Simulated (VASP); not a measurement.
Wanted: an ASE script for a VASP 6.6.1 run.

| Property | Result |
| --- | --- |
| Task | single point |
| Functional | PBE |
| Potentials or basis | VASP PAW PBE potentials, release 64 (O_GW, C_GW) |
| Cutoff | 550 eV |
| k mesh | 8 × 8 × 4 |
| Occupations | gaussian, width 0.05 eV |
| Spin | no spin polarisation |
| Further INCAR settings | ALGO = Normal; EDIFF = 1.00e-06 |

Crystal: CO2.

```
CELL_PARAMETERS angstrom
2.63591 -2.38738 0.00000
2.63591 2.38738 0.00000
0.00000 0.00000 6.58717
ATOMIC_POSITIONS crystal
O 0.80651 0.19349 0.89184
O 0.69349 0.30651 0.39184
O 0.30651 0.69349 0.60816
O 0.19349 0.80651 0.10816
C 0.50000 0.50000 0.50000
C 0.00000 0.00000 0.00000
```

The cell comes from a database or a generator and needn't be the stable form of this composition.

One way to write it, as run:

run.py

```python
from ase.calculators.vasp import Vasp
from ase.dft.bandgap import bandgap
from ase.spacegroup import crystal

atoms = crystal(
    ['O', 'C'],
    basis=[[0.5, 0.19349143, 0.60815661], [0.5, 0.0, 0.5]],
    spacegroup=64,
    setting=1,
    cellpar=[5.27182246, 4.77475624, 6.58717491, 90.0, 90.0, 90.0],
    primitive_cell=True,
)
calc = Vasp(
    directory='calc',
    xc='pbe',
    pp='PBE',
    setups='gw',
    prec='Accurate',
    encut=550,
    ediff=1e-06,
    ismear=0,
    sigma=0.05,
    lreal=False,
    lasph=True,
    nelm=60,
    algo='Normal',
    isif=2,
    lwave=False,
    lcharg=False,
    kpts=[8, 8, 4],
    gamma=True,
)
atoms.calc = calc

print('energy (eV):', atoms.get_potential_energy())
print('free energy (eV):', atoms.get_potential_energy(force_consistent=True))
print('forces (eV/A):')
print(atoms.get_forces())
print('stress (eV/A^3, Voigt):', atoms.get_stress())
print('Fermi level (eV):', calc.get_fermi_level())
gap, top, bottom = bandgap(calc)
print('band gap (eV):', gap, 'from (spin, k, band)', top, 'to', bottom)
```

Potentials or basis: VASP PAW PBE potentials, release 64 (O_GW, C_GW).

Run with:

```bash
$ python run.py
```

Results of the run:

| Property | Result |
| --- | --- |
| Pressure | 3.4 GPa |
| Largest force | 0.445 eV/Å |
| Band gap on the k mesh | 6.62 eV, indirect (least direct gap 7.18 eV) |

Caveat: the standard files for N, O and F lose accuracy on very short bonds.

It took 88 s on 1 thread of AMD EPYC 9R14 (Zen 4), on a shared host, peak memory 0.19 GiB.
